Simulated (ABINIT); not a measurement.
# AlN (P6_3mc): G0W0 in ABINIT against the k mesh, part 2 of 2

How does the gap of AlN (P6_3mc) converge in the k mesh?

ABINIT 10.8.3; PBE and many-body steps on it, plane waves. Known limits of the many-body steps: not at the basis limit.

So far. Step 4 (Empty states on the mesh, 9×9×6 mesh, 83 bands): On this mesh the gap is 4.220 eV. Step 5 (Screening, 3×3×2 mesh, 75 bands, screening to 163.3 eV): Local fields lower ε∞ by 9 %. On a Γ-centred mesh this coarse the value itself is usually too large, while a short band sum pulls it down.

The database entry behind the starting cell differs from later determinations by our own check (inner coordinate u about 0.002 short), so it need not match the best structure at ambient conditions.

### Step 8. 6×6×4

The self-energy is evaluated for the states that the input lists, and the levels follow from it, in one-shot runs by the linearised quasiparticle equation.

This step: G0W0 on PBE, plane waves, norm-conserving pseudopotentials.

Input file run.abi:

```
acell 3*1.0 Angstrom
rprim 
  3.113000000011 -0.000000000003 0.000000000000
  -1.556500000003 2.695937081992 0.000000000000
  0.000000000000 0.000000000000 4.981000000000
ntypat 2
znucl 13 7
natom 4
typat 1 1 2 2
xred 
  0.333333333333 0.666666666667 0.000000000000
  0.666666666667 0.333333333333 0.500000000000
  0.333333333333 0.666666666667 0.380000000000
  0.666666666667 0.333333333333 0.880000000000
pp_dirpath "pseudos"
pseudos "Al.upf, N.upf"
ecut 36
ngkpt 6 6 4
nshiftk 1
shiftk 0 0 0
kptopt 1
chksymbreak 0
istwfk *1
occopt 1
irdwfk 1
optdriver 4
nband 75
gwcalctyp 0
ecutsigx 36
symsigma 1
nkptgw 1
kptgw 
  0.0000000000 0.0000000000 0.0000000000
bdgw 
  6 10
ecuteps 6
irdscr 1
ppmodel 1
indata_prefix "in"
outdata_prefix "out"
tmpdata_prefix "tmp"
```

Started as:

```bash
> OMP_NUM_THREADS=1 mpirun -n 4 abinit run.abi > log
```

Output:

```text
.Version 10.8.3 of ABINIT. v10.8.2 released Aug 2026.

 Symmetries : space group P6_3 m c (#186); Bravais hP (primitive hexag.)
[... echo of the input left out ...]
== DATASET  1 ==================================================================
-   mpi_nproc: 4, omp_nthreads: 1 (-1 if OMP is not activated)

--- !DatasetInfo
iteration_state: {dtset: 1, }
dimensions: {natom: 4, nkpt: 21, mband: 75, nsppol: 1, nspinor: 1, nspden: 1, mpw: 2934, }
cutoff_energies: {ecut:  36.0, pawecutdg:  -1.0, }
electrons: {nelect:   1.60000000E+01, charge:   0.00000000E+00, occopt:   1.00000000E+00, tsmear:   1.00000000E-02, }

 SIGMA: Calculation of the GW corrections

 Based on a program developped by R.W. Godby, V. Olevano, G. Onida, and L. Reining.
 Incorporated in ABINIT by V. Olevano, G.-M. Rignanese, and M. Torrent.
.Using double precision arithmetic ; gwpc =  8

[... cell and pseudopotentials left out ...]
--------------------------------------------------------------------------------

 ==== K-mesh for the wavefunctions ====
 Number of points in the irreducible wedge :    21
[... list of points left out ...]
 Together with 12 symmetry operations and time-reversal symmetry
 yields   144 points in the full Brillouin Zone.

 ==== Q-mesh for screening function ====
 Number of points in the irreducible wedge :    21
[... list of points left out ...]
 Together with 12 symmetry operations and time-reversal symmetry
 yields   144 points in the full Brillouin Zone.

 vcoul_init : cutoff-mode = AUXILIARY_FUNCTION
 q-points for optical limit:   1
     1)      0.000010    0.000020    0.000030
 setmesh: FFT mesh size selected  =    27x   27x   54
          total number of points  =        39366

 Number of electrons calculated from density =   16.0000; Expected =   16.0000
[...]
number of q-points in IBZ                          21
 number of symmetry operations                      12
 number of k-points in BZ                          144
 number of q-points in BZ                          144
 number of frequencies for dSigma/dE                 9
 frequency step for dSigma/dE [eV]                0.25
 number of omega for Sigma on real axis              0
 max omega for Sigma on real axis  [eV]           0.00
 zcut for avoiding poles [eV]                     0.10

 EPSILON^-1 parameters (SCR file):
 dimension of the eps^-1 matrix on file            197
 dimension of the eps^-1 matrix used               197
 number of plane-waves for wavefunctions          2863
 number of bands                                    75
 number of q-points in IBZ                          21
 number of frequencies                               2
 number of real frequencies                          1
 number of imag frequencies                          1

 matrix elements of self-energy operator (all in [eV])

 Perturbative Calculation

--- !SelfEnergy_ee
iteration_state: {dtset: 1, }
kpoint     : [   0.000,    0.000,    0.000, ]
spin       : 1
KS_gap     :    4.220
QP_gap     :    5.513
Delta_QP_KS:    1.292
data: !SigmaeeData |
     Band     E0 <VxcDFT>   SigX SigC(E0)      Z dSigC/dE  Sig(E)    E-E0       E
        6   5.135 -16.968 -20.992   3.341   0.790  -0.266 -17.507  -0.539   4.595
        7   5.135 -16.968 -20.992   3.341   0.790  -0.266 -17.507  -0.539   4.595
        8   5.314 -17.078 -21.024   3.304   0.790  -0.266 -17.585  -0.508   4.807
        9   9.535 -12.527  -8.048  -3.521   0.819  -0.221 -11.742   0.785  10.320
       10  11.990 -10.836  -5.799  -4.067   0.828  -0.207 -10.033   0.803  12.793

== END DATASET(S) ==============================================================
================================================================================

 -outvars: echo values of variables after computation  --------
           etotal      0.0000000000E+00
            nband          75
             nkpt          21
          spgroup         186
 [... the other variables as echoed above ...]

 Calculation completed.
```

Run time: 7.8 s. Hardware: 4 MPI ranks of Intel Xeon Platinum 8375C at 2.90GHz (Ice Lake), shared host; peak memory 0.8 GiB.

This step gave:

```
G0W0 gap on the points computed              : 5.513 eV
starting gap on the mesh                     : 4.220 eV
k of the valence top                         : 0, 0, 0
k of the conduction bottom                   : 0, 0, 0
Z at the valence top                         : 0.79
Z at the conduction bottom                   : 0.819
least direct G0W0 gap on the computed points : 5.513 eV
```

The gap on the mesh goes from 4.22 eV to 5.51 eV, a correction of +1.29 eV.

### Step 9. Screening, 9×9×6 mesh, 75 bands, screening to 163.3 eV

This step: RPA screening on PBE, plane waves, norm-conserving pseudopotentials.

run.abi: that of step 8 with these lines changed.

```diff
@@ -17,3 +17,3 @@
 ecut 36
-ngkpt 6 6 4
+ngkpt 9 9 6
 nshiftk 1
@@ -25,15 +25,8 @@
 irdwfk 1
-optdriver 4
+optdriver 3
 nband 75
-gwcalctyp 0
-ecutsigx 36
-symsigma 1
-nkptgw 1
-kptgw 
-  0.0000000000 0.0000000000 0.0000000000
-bdgw 
-  6 10
 ecuteps 6
-irdscr 1
-ppmodel 1
+inclvkb 2
+awtr 1
+symchi 1
 indata_prefix "in"
```

Output:

```text
.Version 10.8.3 of ABINIT. v10.8.2 released Aug 2026.

 Symmetries : space group P6_3 m c (#186); Bravais hP (primitive hexag.)
[... echo of the input left out ...]
== DATASET  1 ==================================================================
-   mpi_nproc: 4, omp_nthreads: 1 (-1 if OMP is not activated)

--- !DatasetInfo
iteration_state: {dtset: 1, }
dimensions: {natom: 4, nkpt: 48, mband: 75, nsppol: 1, nspinor: 1, nspden: 1, mpw: 2946, }
cutoff_energies: {ecut:  36.0, pawecutdg:  -1.0, }
[...]
--------------------------------------------------------------------------------
[... chi0 elements left out ...]
 For q-point:  0.000010 0.000020 0.000030
  dielectric constant =   4.1810
  dielectric constant without local fields =   4.6054

  Average fulfillment of the sum rule on Im[epsilon] for q-point    1 :     72.62  [%]
[... wings left out ...]
  q-point number  2        q = ( 0.111111, 0.000000, 0.000000) [r.l.u.]
--------------------------------------------------------------------------------
[... chi0 elements left out ...]
  Average fulfillment of the sum rule on Im[epsilon] for q-point    2 :     87.46  [%]

 [... 46 further q-points ...]
```

Elapsed: 7.7 min, on 4 MPI ranks; peak memory 1.8 GiB; 31 min of CPU time.

Numbers from this step:

```
ε∞ with local fields, on this mesh, along the program's q direction : 4.181
the same without local fields                                       : 4.605
plasma frequency                                                    : 22.97 eV
plane waves in the screening matrix                                 : 197
```

### Step 10. 9×9×6

This step: G0W0 on PBE, plane waves, norm-conserving pseudopotentials.

run.abi: that of step 9 with these lines changed.

```diff
@@ -25,8 +25,15 @@
 irdwfk 1
-optdriver 3
+optdriver 4
 nband 75
+gwcalctyp 0
+ecutsigx 36
+symsigma 1
+nkptgw 1
+kptgw 
+  0.0000000000 0.0000000000 0.0000000000
+bdgw 
+  6 10
 ecuteps 6
-inclvkb 2
-awtr 1
-symchi 1
+irdscr 1
+ppmodel 1
 indata_prefix "in"
```

Output:

```text
.Version 10.8.3 of ABINIT. v10.8.2 released Aug 2026.

 Symmetries : space group P6_3 m c (#186); Bravais hP (primitive hexag.)
[... echo of the input left out ...]
== DATASET  1 ==================================================================
-   mpi_nproc: 4, omp_nthreads: 1 (-1 if OMP is not activated)

--- !DatasetInfo
iteration_state: {dtset: 1, }
dimensions: {natom: 4, nkpt: 48, mband: 75, nsppol: 1, nspinor: 1, nspden: 1, mpw: 2946, }
cutoff_energies: {ecut:  36.0, pawecutdg:  -1.0, }
[...]
8   5.314 -17.078 -21.031   3.298   0.790  -0.266 -17.595  -0.518   4.797
        9   9.535 -12.527  -8.101  -3.487   0.819  -0.220 -11.758   0.770  10.305
       10  11.990 -10.837  -5.824  -4.054   0.828  -0.207 -10.043   0.794  12.784

== END DATASET(S) ==============================================================
================================================================================

 -outvars: echo values of variables after computation  --------
           etotal      0.0000000000E+00
            nband          75
             nkpt          48
          spgroup         186
 [... the other variables as echoed above ...]

 Calculation completed.
```

The job ended after 11 s (4 MPI ranks; peak memory 1.6 GiB; 45 s of CPU time).

Numbers from this step:

| Quantity | Value |
| --- | --- |
| G0W0 gap on the points computed | 5.508 eV |
| starting gap on the mesh | 4.220 eV |
| k of the valence top | 0, 0, 0 |
| k of the conduction bottom | 0, 0, 0 |
| least direct G0W0 gap on the computed points | 5.508 eV |

Against the run before, the gap moves by −0.005 eV.

### Step 11. The runs together

Times are wall times on 4 MPI ranks of Intel Xeon Platinum 8375C at 2.90GHz (Ice Lake), shared host, good to a factor of about two. A run's time includes the screening step that it read.

```tsv
run	mesh	bands	screening cutoff (eV)	DFT gap (eV)	gap on the mesh (eV)	direct (eV)	ε∞ used	time
3×3×2	3×3×2	75	163.3	4.220	5.419	5.419	4.91	8.2 s
6×6×4	6×6×4	75	163.3	4.220	5.513	5.513	4.21	76 s
9×9×6	9×9×6	75	163.3	4.220	5.508	5.508	4.18	7.9 min
```

### Step 12. Outcome

```
3×3×2        : 5.419 eV
6×6×4        : 5.513 eV
9×9×6        : 5.508 eV
known limits : not at the basis limit; coarse k mesh
```

**Reading.** The setting moved: k mesh. From 3×3×2 to 9×9×6 the gap moves by +0.09 eV, for 58 times the time. It holds to 0.03 eV from 6×6×4 on. Bands and screening cutoff are coupled, so a series along one setting does not show full convergence. Bands and cutoff are finite, so the gap is not at the basis limit. The miss can reach some tenths of an eV and take either sign; the mesh is an error of its own. In the G0W0 runs levels were corrected at 1 k point alone, so a gap called «on the mesh» is the least over those, and an edge elsewhere would be missed. The 3×3×2 mesh is coarse for this cell, which bears on the long-range parts of exchange and screening.

[Paths, hosts, dates, memory and timing lines, banners, echoed tables and standing remarks are left out of the program output.]

[Logs are printed without paths, hosts, clocks, repeated set-up lines and the standing remarks that a program may print on its own settings, such as how far it seeks lower states.]

[Runs of the session that timed out or met a known fault of the program may be left out.]

[Hosts, paths, dates, database ids (printed as entryN), source tags and the programs' standing remarks are cut or masked in the printed files.]

[G0W0 gaps are taken among the corrected bands and points alone; a level outside them can change the order at an edge.]

[Where Ansatz stands beside ABINIT at settings called matched, ABINIT's density can come from a denser mesh and the files from another edition; pairs whose starting gaps differed by over 0.03 eV were left out, so agreement reads better than it is.]
